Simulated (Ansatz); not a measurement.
An Ansatz input:

```yaml
crystal:
  lattice:
    - [0.0, 2.0816522872, 2.0816522872]
    - [2.0816522872, 0.0, 2.0816522872]
    - [2.0816522872, 2.0816522872, 0.0]
  atoms:
    - { symbol: Nb, position: [0.0, 0.0, 0.0], spin: 1.0 }
hamiltonian:
  xc: pbe
  pseudopotentials:
    kind: paw
    azcp:
      Nb: "pseudopotentials/Nb.paw.azcp"
basis:
  ecutwfc: 420
  fft_grid_basis: typed
kpoints:
  mp_grid: { grid: [21, 21, 21], shift: [0, 0, 0] }
magnetization:
  spin_polarized: true
scf:
  occupations: { method: fermi_dirac, width: 0.05 }
output:
  stress: true
```

Output

```
Engine: ansatz 0.2.0, aarch64-unknown-linux-gnu
Pseudopotentials: kind: paw
Pseudopotential: Nb, paw, valence charge 13, recommended cutoff 420 eV (normal) 
Functional definition: PBE
  parameter kappa = 0.804
  parameter beta = 0.06672455060314922
  exchange = pbe_x(kappa = kappa, mu = beta*pi^2/3)
  correlation = pbe_c(beta = beta)
Crystal: 1 atoms, lattice volume = 18.041 Å³
Basis set: ecut = 420 eV, 339 PW (Γ)
Bands: 11, of which v1, the nominal top of the filled ones, is band 7 counted from 1 (6 counted from 0)
Symmetry: 48 space group operations
Space group: Fm-3m (ITA 225), of the structure as read, at distance tolerance 2.6e-5 Å
Magnetic group: BNS 225.116 (UNI 1618), of the structure as read, at distance tolerance 2.6e-5 Å
k-points: 286 of 9261
Non-local potential: Nb, projectors of the file, l = 0: 3, l = 1: 2, l = 2: 2, l = 3: 1
PAW form: soft (Blöchl's): semilocal exchange-correlation on the pseudo side does not see the compensation charge
PAW one-centre angular grid: Nb, 590 points (default); XC on 64 Gauss nodes
Initial density: superposition of atomic densities (chi_scale 0.1, normalization cell)
Starting moments: Σ|m| = 1 μB on 1 of 1 site
Initial wavefunctions: pseudopotential atomic-orbital guess
Functional: x = pbe(κ = 0.804, μ = 0.2195149727645171), c = pbe(β = 0.06672455060314922)
SCF iter   1: F=—  HF=-4552.406497 eV  |F-HF|=—  |Δ(HF+E_count)|=         —  Δρ=5.73e-2 (↑5.73e-2 ↓2.96e-2)  dr2=1.13e0  dr2_m=1.09e-1  M=0.290 μB ∫|m|=0.290 μB  β_m=0.30  ethr=3.10e-3  ⟨swp⟩=5.0  Hψ=35924  notcnv=0
Mixer restart at iter 1: flushing history
SCF iter   2: F=—  HF=-4552.053341 eV  |F-HF|=—  |Δ(HF+E_count)|=   3.53e-1  Δρ=3.58e-2 (↑3.58e-2 ↓1.99e-2)  dr2=3.11e-1  dr2_m=6.14e-2  M=0.239 μB ∫|m|=0.239 μB  β_m=0.47  ethr=3.10e-3  ⟨swp⟩=3.0  Hψ=15933  notcnv=0  defer=46
SCF iter   3: F=—  HF=-4551.947801 eV  |F-HF|=—  |Δ(HF+E_count)|=   1.06e-1  Δρ=1.03e-2 (↑1.03e-2 ↓9.74e-3)  dr2=8.93e-3  dr2_m=1.13e-2  M=0.129 μB ∫|m|=0.129 μB  β_m=0.70  ethr=2.39e-3  ⟨swp⟩=2.4  Hψ=11413  notcnv=0  defer=46
SCF iter   4: F=—  HF=-4551.949933 eV  |F-HF|=—  |Δ(HF+E_count)|=   2.13e-3  Δρ=1.84e-3 (↑1.84e-3 ↓1.75e-3)  dr2=5.22e-5  dr2_m=5.08e-4  M=0.038 μB ∫|m|=0.038 μB  β_m=0.85  ethr=6.87e-5  ⟨swp⟩=1.7  Hψ=9976  notcnv=0  defer=46
SCF iter   5: F=—  HF=-4551.950405 eV  |F-HF|=—  |Δ(HF+E_count)|=   4.71e-4  Δρ=4.57e-4 (↑4.34e-4 ↓4.57e-4)  dr2=1.21e-5  dr2_m=3.00e-5  M=0.011 μB ∫|m|=0.011 μB  β_m=0.93  ethr=4.02e-7  ⟨swp⟩=2.5  Hψ=10107  notcnv=0  defer=46
SCF iter   6: F=—  HF=-4551.950452 eV  |F-HF|=—  |Δ(HF+E_count)|=   4.76e-5  Δρ=3.70e-5 (↑3.70e-5 ↓3.34e-5)  dr2=3.20e-8  dr2_m=1.76e-7  M=0.001 μB ∫|m|=0.001 μB  β_m=0.96  ethr=9.27e-8  ⟨swp⟩=2.0  Hψ=8779  notcnv=0  defer=46
SCF iter   7: F=—  HF=-4551.950453 eV  |F-HF|=—  |Δ(HF+E_count)|=   6.66e-7  Δρ=4.67e-6 (↑4.67e-6 ↓4.26e-6)  dr2=2.88e-9  dr2_m=2.62e-9  M=0.000 μB ∫|m|=0.000 μB  β_m=0.98  ethr=2.46e-10  ⟨swp⟩=2.4  Hψ=10618  notcnv=0  defer=46
SCF iter   8: F=—  HF=-4551.950453 eV  |F-HF|=—  |Δ(HF+E_count)|=   1.01e-8  Δρ=4.55e-7 (↑3.84e-7 ↓4.55e-7)  dr2=3.00e-12  dr2_m=2.78e-11  M=-0.000 μB ∫|m|=0.000 μB  β_m=0.99  ethr=2.22e-11  ⟨swp⟩=2.0  Hψ=9554  notcnv=0  defer=46
SCF iter   9: F=-4551.950453 eV  HF=-4551.950453 eV  |F-HF|=9.09e-13  |Δ(HF+E_count)|=  1.01e-10  Δρ=5.04e-8 (↑5.04e-8 ↓4.45e-8)  dr2=1.00e-12  dr2_m=1.56e-13  M=-0.000 μB ∫|m|=0.000 μB  ethr=1.00e-12  ⟨swp⟩=1.0  Hψ=16275  notcnv=0
SCF 1 converged in 9 iterations: F = -4551.950453 eV  dr2 = 1.00e-12
WARN: the starting moments were not kept: the SCF closed with an absolute magnetisation of 6.2e-7 μB, where they sum to 1 μB in size (1 site). That is at most 0.1 of that sum. Measured as dr2_m measures the in/out step, that magnetisation stands 5.7e-14 eV from none, at or under the dr2_threshold of 1.0e-7 eV: it is no larger than a step whose dr2_m would equal this threshold. The system may hold no moment; this SCF shows only that its start led to no more than that. To try another start: raise the starting moments (crystal.atoms[].spin, magnetization.per_species, magnetization.initial_magnetization, or on a non-collinear deck that types none of these the spinor_matrix: blocks that start its atoms; where the total moment is fixed, keep their sum and leave initial_magnetization as it is; typed ones take the place of any that the run laid by itself, positive ones on a crystal's lanthanoids without a Hubbard term where scf.initial_density.shell_occupations: [] is typed) or, if the notice of its spin-set hold's release reads "site moments contracting" or "site moments show no strong build", lengthen the hold (scf.mixing.spin_hold: { on: { confirm: 4 } }; for m-r²SCAN on two components see the key's manual first). Each may lead to a state that holds a moment. A second SCF, from the converged charge density, with the starting moments and any scf.initial_density.shell_occupations laid on it anew, would have followed, and was not run: the deck does not ask for one (magnetization.retry_lost_moments is false, the default). To let it run, set magnetization.retry_lost_moments: true and run the deck again, where that key's refused combinations let it; where memory then withholds it, that run's warning says so.
SCF converged after 9 iterations
Magnetization: -0.0000 μB (6.5000 up, 6.5000 down)
Absolute magnetization: 0.0000 μB (∫|ρ↑−ρ↓|, with the PAW one-centre terms)
Spin contamination: 0.0000 ħ² per cell (⟨S²⟩ above its minimum at these occupations)
Per-site moments (μB) at R_I (Å): [(-3.556274155516332e-7, 1.2143591198900754)]
Free energy (F): -4551.950453 eV
Harris-Foulkes:  -4551.950453 eV  (|F-HF|=9.09e-13)
Internal energy: -4551.938078 eV  (E = F + TS)
E sigma→0 (E₀):  -4551.944265 eV
Entropy (-TS):   -0.012375 eV (-12.375 meV/atom)
Fermi energy:    18.124527 eV
--- Per-component energies (eV) ---
  E_band       = -67.546320
  E_kinetic    = 395.626884
  E_local      = -694.333851  (includes V_loc(G=0)·N_el)
  E_nonlocal   = 119.789173
  E_hartree    = 216.209675
  E_xc         = -175.838589
  E_vxc        = -213.336481  (∫ρ·V_xc dr)
  E_paw        = -3073.416672  (= ΣΔE_a)
  E_vpaw       = -107.711430  (= ΣTr[D̂ρ^β])
  E_aug_tail   = 0.000008  (compensation charges beyond the density's cutoff)
  E_ewald      = -1339.974706
  E_smearing   = -0.012375  (= −TS)
  E_closure    = 0.000000  (closes the sum)
  Σ components = -4551.950453   (vs F -4551.950453, Δ=0.00e0)
--- Stress (GPa, compression-positive) ---
        6.932706       0.000000      -0.000000
        0.000000       6.932706      -0.000000
       -0.000000       0.000000       6.932706
  P = ⅓ Tr σ = 6.9327 GPa (69.327 kbar)
```
